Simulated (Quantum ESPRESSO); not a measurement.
**Pb under changes of volume**

One of the cells (40.672 Å³/atom); the others are scaled copies at fixed shape and fractional positions:

```
Pb
1.0
     0.00000    3.43900    3.43900
     3.43900    0.00000    3.43900
     3.43900    3.43900    0.00000
Pb
2
Direct
  0.25000 0.25000 0.25000
  0.00000 0.00000 0.00000
```

This isn't the form of Pb at room conditions, which is fcc.

* Program: Quantum ESPRESSO 7.5
* Functional: PBE
* Potentials or basis: SSSP 1.3 efficiency PBE
* Cutoff: 748 eV
* Density cutoff: 5987 eV
* k mesh: 7 × 7 × 7
* Occupations: fermi-dirac, width 0.05 eV
* Spin: no spin polarisation

```tsv
volume (Å³/atom)	energy over the lowest point (meV/atom)	pressure (GPa)
38.232	?	?
39.045	53.87	3.9
39.859	35.62	3.1
40.672	21.51	2.3
41.486	11.11	1.6
42.299	4.07	1.0
43.112	0.00	0.4
```

Q: What does the run at 38.232 Å³/atom give?

A: Energy over the lowest point 76.77 meV/atom; pressure 4.9 GPa.

Worked out: A Birch-Murnaghan fit of order 3 (a polynomial in V^(-2/3)) to the other rows has its minimum at 43.96 Å³/atom, just outside them, with B0 = V·E''(V) = 26 GPa and B' = 4.7. It gives 76.72 meV/atom at 38.232 Å³/atom, against the run's 76.77, and -dE/dV = 5.0 GPa, against 4.9.

Energies are extrapolated to zero smearing.
